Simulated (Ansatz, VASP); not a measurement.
Given: the input of a run of VASP 6.6.1 on Zr.

Contents of INCAR:

```
PREC = Accurate
ENCUT = 520
EDIFF = 1E-7
ISMEAR = -1
SIGMA = 0.05
LREAL = False
LASPH = True
NELM = 80
ALGO = Fast
ISIF = 2
LWAVE = False
LCHARG = False
GGA = PE
NBANDS = 12
```

Contents of KPOINTS:

```
Automatic mesh
0
Gamma
  10 10 10
```

Contents of POSCAR:

```
Zr
1.0
    0.0102760000      2.2744240000      2.1457530000
    2.2795680000     -0.0367810000      2.1928100000
    2.2723460000      2.3142600000     -0.0295600000
Zr
1
Direct
    0.0039600000     -0.0150220000      0.0157390000
```

Potentials or basis: VASP PAW PBE potentials, release 64 (Zr_sv).

Run with:

```bash
$ cat potpaw_PBE.64/Zr_sv/POTCAR > POTCAR
$ mpirun -np 1 vasp_std > vasp.out
```

Q: Set up the same calculation for Ansatz 0.2.0. Potentials there: all-electron LAPW, scalar-relativistic.

A: As run (the cutoff follows the program's own potentials):

input.yaml

```yaml
crystal:
  lattice:
    - [0.010276, 2.274424, 2.145753]
    - [2.279568, -0.036781, 2.19281]
    - [2.272346, 2.31426, -0.02956]
  atoms:
    - { symbol: Zr, position: [0.00396, -0.015022, 0.015739] }
kpoints:
  mp_grid: { grid: [10, 10, 10] }
scf:
  occupations: { method: fermi_dirac, width: 0.05 }
hamiltonian:
  xc: pbe
  pseudopotentials: { kind: all_electron, lapw: { basis_error: 0.001 } }
output:
  forces: true
  stress: true
  eigenvalues: true
  populations: true
```

Potentials or basis: all-electron LAPW, scalar-relativistic.

Command:

```bash
$ ansatz run input.yaml --threads 1 --pin off --max-ram 2560MiB --backend cpu --events-out ev --progress --plain --runs-dir out
```

Both were run:

|  | VASP | Ansatz | Ansatz less VASP |
| --- | --- | --- | --- |
| gap on the k mesh at the Fermi level (eV) | none | none | - |
| pressure (GPa) | 1.1 | 1.1 | 0.00 |
| largest component of the traceless stress (GPa) | 1.74 | 1.73 | -0.005 |

A gap of «none» marks a metal or a gap that the smearing closes. Ansatz ran all-electron here, so the differences hold the error of VASP's frozen core and of both bases.
